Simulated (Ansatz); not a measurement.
# Ir(100) / 3 layers Pd(100) / Ir(100): resistance against film thickness, part 2 of 2

Aim: what a thin film of another metal adds to the resistance, first Ir(100) / 3 layers Pd(100) / Ir(100).

Ansatz 0.2.0; Ansatz plane-wave DFT, PBE, PAW files; ballistic transport by layer matching (Landauer), zero bias.

So far. Step 5 (With 8 layers, k-mesh 14×14×1, film layers 8): The conductance of the junction is 7.6e14 S/m², 6.2 % under the 8.2e14 S/m² of the last finished run, within the error estimates, leads' steps apart, of 6.2 and 6 %. The estimate from the leads' steps, 468 %, is larger still.

## 6. With 10 layers, k-mesh 14×14×1, film layers 10

The stack now holds 10 film layers; the k-mesh follows the cell, and the energies span -0.27 to 0.27 eV.

System of this step: Ir(100) / 10 layers Pd(100) / Ir(100). The cell holds 18 atoms: 8 Ir and 10 Pd. Its edges and angles: a = 2.715 Å, b = 2.715 Å, c = 35.321 Å, α = 90.0°, β = 90.0°, γ = 90.0°. It derives from Ir and Pd. Regions: lead, 8 atoms (8 Ir); films, 10 atoms (10 Pd). The structure is stacked along c, and the current runs across the ab planes.

Input file input.yaml:

```yaml
crystal:
  lattice:
    - [2.7148657757, 0.0, 0.0]
    - [0.0, 2.7148657757, 0.0]
    - [0.0, 0.0, 35.3205674751]
  atoms:
    - { symbol: Ir, position: [0.0, 0.0, 0.0271753844] }
    - { symbol: Ir, position: [0.5, 0.5, 0.0815261533] }
    - { symbol: Ir, position: [0.0, 0.0, 0.1358769222] }
    - { symbol: Ir, position: [0.5, 0.5, 0.1902276911] }
    - { symbol: Pd, position: [0.0, 0.0, 0.245662768] }
    - { symbol: Pd, position: [0.5, 0.5, 0.3021821529] }
    - { symbol: Pd, position: [0.0, 0.0, 0.3587015378] }
    - { symbol: Pd, position: [0.5, 0.5, 0.4152209227] }
    - { symbol: Pd, position: [0.0, 0.0, 0.4717403076] }
    - { symbol: Pd, position: [0.5, 0.5, 0.5282596924] }
    - { symbol: Pd, position: [0.0, 0.0, 0.5847790773] }
    - { symbol: Pd, position: [0.5, 0.5, 0.6412984622] }
    - { symbol: Pd, position: [0.0, 0.0, 0.6978178471] }
    - { symbol: Pd, position: [0.5, 0.5, 0.754337232] }
    - { symbol: Ir, position: [0.0, 0.0, 0.8097723089] }
    - { symbol: Ir, position: [0.5, 0.5, 0.8641230778] }
    - { symbol: Ir, position: [0.0, 0.0, 0.9184738467] }
    - { symbol: Ir, position: [0.5, 0.5, 0.9728246156] }
kpoints:
  mp_grid: { grid: [14, 14, 1] }
hamiltonian:
  xc: pbe
scf:
  occupations: { method: fermi_dirac, width: 0.1 }
output:
  transmission:
    leads: [[0, 1]]
    kmesh: [26, 26]
    e_range: [-0.27, 0.27]
    de: 0.036
  write_potential: true
  write_density: true
  volumetric_format: npy
```

Started as:

```console
$ ansatz run input.yaml --threads 4 --pin off --max-ram 8192MiB --backend cpu --events-out ev --progress --plain --runs-dir out
```

The job ended after 2.1 min (4 threads of Arm Neoverse V2, shared host; peak memory 1.9 GiB).

Numbers from this step:

| Quantity | Value |
| --- | --- |
| free energy | -165210.9338 eV |
| energy at zero smearing | -165210.5052 eV |
| Fermi energy | 22.48 eV |
| step of the lead's potential | 2 meV |
| estimated errors of the lead's conductance | 0, 5.8, 1 % (band edges, k-mesh, distance from neutral) |
| conductance of the junction | 6.96e14 S/m² |
| junction conductance per cell | 0.6617 G₀ |
| estimated errors of the junction's conductance | 0.4, 1.7, 6, 12.6, 2.6 % (energy step, band edges, k-mesh, leads' steps, distance from neutral) |
| area resistance that the stack adds (contact term taken off, spin by spin) | 0.9366 fΩ m² |

Per spin. Transmission, zone mean against energy, zero at the Fermi level:

```
energy (eV)  transmission, zone mean
     -0.270                     1.07
     -0.234                     1.08
     -0.198                     1.03
     -0.162                    0.920
     -0.126                    0.895
     -0.090                    0.785
     -0.054                    0.681
     -0.018                    0.668
      0.018                    0.644
      0.054                    0.637
      0.090                    0.624
      0.126                    0.583
      0.162                    0.528
      0.198                    0.499
      0.234                    0.497
      0.270                    0.490
```

The conductance of the junction is 7.0e14 S/m², 9.1 % under the 7.6e14 S/m² of the last finished run, no more than the error estimates, leads' steps apart, of 6 and 6 % together. The estimate from the leads' steps, 13 %, is larger still.

## 7. The ladder

Times are for 4 threads of Arm Neoverse V2, shared host. The runs compared:

```
no.  film layers  area resistance that the stack adds (contact term taken off, spin by spin) (fΩ m²)  conductance of the junction (S/m²)     time  memory (GiB)
  1            3                                                                              0.7246                             8.16e14  3.8 min           1.6
  2            5                                                                              0.7670                             7.89e14    2 min           1.4
  3            6                                                                              0.7253                             8.15e14     77 s           1.3
  4            8                                                                              0.8062                             7.65e14     99 s           1.6
  5           10                                                                              0.9366                             6.96e14  2.1 min           1.9
```

## 8. With 5 layers

A repeat with a deliberate mistake in the input, to see how the program answers it.

This step: Ansatz plane-wave DFT, PBE, PAW files; ballistic transport by layer matching (Landauer), zero bias; changed: output.transmission.e_range = [1, -1], scf.max_iter = 80 (Ansatz 0.2.0).

System of this step: Ir(100) / 5 layers Pd(100) / Ir(100). The cell holds 13 atoms: 8 Ir and 5 Pd. Cell: a = 2.715 Å, b = 2.715 Å, c = 25.412 Å, α = 86.9°, β = 86.9°, γ = 90.0°. It derives from Ir and Pd. Regions: lead, 8 atoms (8 Ir); films, 5 atoms (5 Pd). The structure is stacked along c, and the current runs across the ab planes.

Input file input.yaml:

```yaml
crystal:
  lattice:
    - [2.7148657757, 0.0, 0.0]
    - [0.0, 2.7148657757, 0.0]
    - [1.3574328878, 1.3574328878, 25.3390837376]
  atoms:
    - { symbol: Ir, position: [0.9810598913, 0.9810598913, 0.0378802174] }
    - { symbol: Ir, position: [0.4431796739, 0.4431796739, 0.1136406521] }
    - { symbol: Ir, position: [0.9052994566, 0.9052994566, 0.1894010869] }
    - { symbol: Ir, position: [0.3674192392, 0.3674192392, 0.2651615216] }
    - { symbol: Pd, position: [0.8287833044, 0.8287833044, 0.3424333912] }
    - { symbol: Pd, position: [0.2893916522, 0.2893916522, 0.4212166956] }
    - { symbol: Pd, position: [0.75, 0.75, 0.5] }
    - { symbol: Pd, position: [0.2106083478, 0.2106083478, 0.5787833044] }
    - { symbol: Pd, position: [0.6712166956, 0.6712166956, 0.6575666088] }
    - { symbol: Ir, position: [0.1325807608, 0.1325807608, 0.7348384784] }
    - { symbol: Ir, position: [0.5947005434, 0.5947005434, 0.8105989131] }
    - { symbol: Ir, position: [0.0568203261, 0.0568203261, 0.8863593479] }
    - { symbol: Ir, position: [0.5189401087, 0.5189401087, 0.9621197826] }
kpoints:
  mp_grid: { grid: [14, 14, 1] }
hamiltonian:
  xc: pbe
scf:
  occupations: { method: fermi_dirac, width: 0.1 }
  max_iter: 80
output:
  transmission: { leads: [[0, 1]], kmesh: [26, 26], e_range: [1, -1], de: 0.036 }
  write_potential: true
  write_density: true
  volumetric_format: npy
```

Run time: 0.05 s. Hardware: 4 threads; peak memory 0.077 GiB.

The program refused the input before any cycle.

The program's message: “Error: invalid value for `output.transmission.e_range`: [1, -1] eV must be finite with min < max”

The change that led to it: output.transmission.e_range = [1, -1].

## 9. Outcome

```
area resistance, 3 layers  : 0.725 fΩ m²
area resistance, 5 layers  : 0.767 fΩ m²
area resistance, 6 layers  : 0.725 fΩ m²
area resistance, 8 layers  : 0.806 fΩ m²
area resistance, 10 layers : 0.937 fΩ m²
```

The stack adds 0.72 fΩ m² with 3 layers and 0.94 fΩ m² with 10. From 5 to 10 layers it grows by 22 %, though no single step exceeds the two runs' error estimates together; nothing scatters inside a perfect film, so this is no ohmic growth. Atoms sit on ideal sites and aren't relaxed. Spin-orbit coupling is left out, which matters for Ir. The program's estimate of the error from the leads' steps alone runs to 468 %, although the steps are small; only longer leads would test it. Pd(100) is compressed by 1.3 % in plane to fit Ir(100), at its own atomic volume.

[Logs are printed without paths, hosts, clocks, repeated set-up lines and the standing remarks that a program may print on its own settings, such as how far it seeks lower states.]

[Hosts, paths, dates, database ids (printed as entryN), source tags and the programs' standing remarks are cut or masked in the printed files.]
